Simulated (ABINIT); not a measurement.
# Quasiparticle gap of KI (Fm-3m) in ABINIT, part 3 of 3

How does a plane-wave GW calculation on KI (Fm-3m) run from the first input to the gap?

ABINIT 10.8.3; PBE and many-body steps on it, plane waves. Known limits of the many-body steps: not at the basis limit; no spin-orbit coupling.

So far. Step 4 (Empty states on the mesh, 4×4×4 mesh, 362 bands): On this mesh the gap is 3.962 eV. Step 5 (Screening, 4×4×4 mesh, 330 bands, screening to 195.9 eV): Local fields lower ε∞ by 19 %.

**6. Self-energy, 4×4×4 mesh, 330 bands, screening to 195.9 eV**

The self-energy is evaluated for the states that the input lists, and the levels follow from it, in one-shot runs by the linearised quasiparticle equation.

This step: G0W0 on PBE, plane waves, norm-conserving pseudopotentials.

The input, run.abi:

```
acell 3*1.0 Angstrom
rprim 
  0.000000000000 3.532775000000 3.532775000000
  3.532775000000 0.000000000000 3.532775000000
  3.532775000000 3.532775000000 -0.000000000000
ntypat 2
znucl 19 53
natom 2
typat 1 2
xred 
  0.000000000000 0.000000000000 0.000000000000
  0.500000000000 0.500000000000 0.500000000000
pp_dirpath "pseudos"
pseudos "K.upf, I.upf"
ecut 33
ngkpt 4 4 4
nshiftk 1
shiftk 0 0 0
kptopt 1
chksymbreak 0
istwfk *1
occopt 1
irdwfk 1
optdriver 4
nband 330
gwcalctyp 0
ecutsigx 33
symsigma 1
nkptgw 1
kptgw 
  0.0000000000 0.0000000000 0.0000000000
bdgw 
  6 12
ecuteps 7.2
irdscr 1
ppmodel 1
indata_prefix "in"
outdata_prefix "out"
tmpdata_prefix "tmp"
```

Run with:

```sh
$ OMP_NUM_THREADS=1 mpirun -n 4 abinit run.abi > log
```

Numbers of over 12 decimals in the logs are rounded to 6 here.

Output:

```text
.Version 10.8.3 of ABINIT. v10.8.2 released Aug 2026.

 Symmetries : space group Fm -3 m (#225); Bravais cF (face-center cubic)
[... echo of the input left out ...]
== DATASET  1 ==================================================================
-   mpi_nproc: 4, omp_nthreads: 1 (-1 if OMP is not activated)

--- !DatasetInfo
iteration_state: {dtset: 1, }
dimensions: {natom: 2, nkpt: 8, mband: 330, nsppol: 1, nspinor: 1, nspden: 1, mpw: 5434, }
cutoff_energies: {ecut:  33.0, pawecutdg:  -1.0, }
electrons: {nelect:   1.60000000E+01, charge:   0.00000000E+00, occopt:   1.00000000E+00, tsmear:   1.00000000E-02, }

 SIGMA: Calculation of the GW corrections

 Based on a program developped by R.W. Godby, V. Olevano, G. Onida, and L. Reining.
 Incorporated in ABINIT by V. Olevano, G.-M. Rignanese, and M. Torrent.
.Using double precision arithmetic ; gwpc =  8

[... cell and pseudopotentials left out ...]
--------------------------------------------------------------------------------

 ==== K-mesh for the wavefunctions ====
 Number of points in the irreducible wedge :     8
[... list of points left out ...]
 Together with 48 symmetry operations and time-reversal symmetry
 yields    64 points in the full Brillouin Zone.

 ==== Q-mesh for screening function ====
 Number of points in the irreducible wedge :     8
[... list of points left out ...]
 Together with 48 symmetry operations and time-reversal symmetry
 yields    64 points in the full Brillouin Zone.

 vcoul_init : cutoff-mode = AUXILIARY_FUNCTION
 q-points for optical limit:   1
     1)      0.000010    0.000020    0.000030
 setmesh: FFT mesh size selected  =    50x   50x   50
          total number of points  =       125000

 Number of electrons calculated from density =   16.0000; Expected =   16.0000
 average of density, n =  0.026887
 r_s =    2.0707
 omega_plasma =   15.8172 [eV]

 === KS Band Gaps ===
  >>>> For spin  1
   Minimum direct gap =   3.9625 [eV], located at k-point      :   0.0000  0.0000  0.0000
   Fundamental gap    =   3.9625 [eV], Top of valence bands at :   0.0000  0.0000  0.0000
                                       Bottom of conduction at :   0.0000  0.0000  0.0000
 SIGMA fundamental parameters:
 PLASMON POLE MODEL  1
 number of plane-waves for SigmaX                 5329
 number of plane-waves for SigmaC and W            537
 number of plane-waves for wavefunctions          5329
 number of bands                                   330
 number of independent spin polarizations            1
 number of spinorial components                      1
 number of k-points in IBZ                           8
 number of q-points in IBZ                           8
 number of symmetry operations                      48
 number of k-points in BZ                           64
 number of q-points in BZ                           64
 number of frequencies for dSigma/dE                 9
 frequency step for dSigma/dE [eV]                0.25
 number of omega for Sigma on real axis              0
 max omega for Sigma on real axis  [eV]           0.00
 zcut for avoiding poles [eV]                     0.10

 EPSILON^-1 parameters (SCR file):
 dimension of the eps^-1 matrix on file            537
 dimension of the eps^-1 matrix used               537
 number of plane-waves for wavefunctions          5329
 number of bands                                   330
 number of q-points in IBZ                           8
 number of frequencies                               2
 number of real frequencies                          1
 number of imag frequencies                          1

 matrix elements of self-energy operator (all in [eV])

 Perturbative Calculation

--- !SelfEnergy_ee
iteration_state: {dtset: 1, }
kpoint     : [   0.000,    0.000,    0.000, ]
spin       : 1
KS_gap     :    3.962
QP_gap     :    6.085
Delta_QP_KS:    2.122
data: !SigmaeeData |
     Band     E0 <VxcDFT>   SigX SigC(E0)      Z dSigC/dE  Sig(E)    E-E0       E
        6   0.119 -11.176 -14.233   1.036   0.808  -0.237 -12.810  -1.634  -1.515
        7   0.119 -11.176 -14.233   1.036   0.808  -0.237 -12.810  -1.634  -1.515
        8   0.119 -11.176 -14.233   1.036   0.808  -0.237 -12.810  -1.634  -1.515
        9   4.081  -6.410  -2.934  -2.902   0.850  -0.176  -5.921   0.488   4.569
       10   6.624  -7.766  -3.475  -3.086   0.843  -0.187  -6.751   1.015   7.638
       11   6.624  -7.766  -3.475  -3.086   0.843  -0.187  -6.751   1.015   7.638
       12   6.624  -7.766  -3.475  -3.086   0.843  -0.187  -6.751   1.015   7.638

== END DATASET(S) ==============================================================
================================================================================

 -outvars: echo values of variables after computation  --------
           etotal      0.0000000000E+00
            nband         330
             nkpt           8
          spgroup         225
 [... the other variables as echoed above ...]

 Calculation completed.
```

Wall time 66 s (4 MPI ranks of Arm Neoverse V1, shared host); peak memory 3.1 GiB.

This step gave:

* G0W0 gap on the points computed: 6.084 eV
* starting gap on the mesh: 3.962 eV
* k of the valence top: 0, 0, 0
* k of the conduction bottom: 0, 0, 0
* Z at the valence top: 0.808
* Z at the conduction bottom: 0.85
* least direct G0W0 gap on the computed points: 6.084 eV

The gap on the mesh goes from 3.96 eV to 6.08 eV, a correction of +2.12 eV.

Limits: finite bands, cutoff and mesh; no spin-orbit coupling. v1 is the top filled band, c1 the lowest empty one. The levels before and after the correction (eV, zero at the valence-band top of each column):

|  | conduction bottom | valence top |
| --- | --- | --- |
| Kohn-Sham | 3.96 | 0.00 |
| G0W0 | 6.08 | 0.00 |

|  | level | energy (eV) |
| --- | --- | --- |
| Kohn-Sham | Γ v3-v1 | 0.000 |
| Kohn-Sham | Γ c1 | 3.962 |
| Kohn-Sham | Γ c2-c4 | 6.505 |
| G0W0 | Γ v3-v1 | 0.000 |
| G0W0 | Γ c1 | 6.084 |
| G0W0 | Γ c2-c4 | 9.153 |

**7. Where the time went**

Times are wall times on 4 MPI ranks of Arm Neoverse V1, shared host, good to a factor of about two.

| step | time | share | memory (GiB) |
| --- | --- | --- | --- |
| ground state | 13 s | 2 % | 0.36 |
| bands along the symmetry lines | 26 s | 5 % | 0.33 |
| empty states on the mesh | 4 min | 47 % | 0.63 |
| screening | 2.9 min | 33 % | 2.8 |
| self-energy | 66 s | 13 % | 3.1 |

**8. Summary of results**

- PBE gap: 3.96 eV, direct
- G0W0 gap on the mesh: 6.08 eV
- GW settings: 4×4×4 mesh, 330 bands, screening to 195.9 eV, Godby-Needs plasmon pole
- known limits: not at the basis limit; no spin-orbit coupling

**Reading.** G0W0 moves the gap on the mesh from 3.96 eV to 6.08 eV (+2.12 eV), with Z of 0.81 and 0.85 at the edges. Local fields lower the RPA ε∞ on this mesh from 3.28 to 2.66. Only 1 of the mesh's irreducible points was corrected, so a valley elsewhere could overtake. Bands and cutoff are finite, so the gap is not at the basis limit. The miss can reach some tenths of an eV and take either sign; the mesh is an error of its own. In the G0W0 run levels were corrected at 1 k point alone, so a gap called «on the mesh» is the least over those, and an edge elsewhere would be missed. The many-body steps are scalar-relativistic: spin-orbit coupling is not in them.

[Paths, hosts, dates, memory and timing lines, banners, echoed tables and standing remarks are left out of the program output.]

[Logs are printed without paths, hosts, clocks, repeated set-up lines and the standing remarks that a program may print on its own settings, such as how far it seeks lower states.]

[Runs of the session that timed out or met a known fault of the program may be left out.]

[Hosts, paths, dates, database ids (printed as entryN), source tags and the programs' standing remarks are cut or masked in the printed files.]

[G0W0 gaps are taken among the corrected bands and points alone; a level outside them can change the order at an edge.]

[Where Ansatz stands beside ABINIT at settings called matched, ABINIT's density can come from a denser mesh and the files from another edition; pairs whose starting gaps differed by over 0.03 eV were left out, so agreement reads better than it is.]
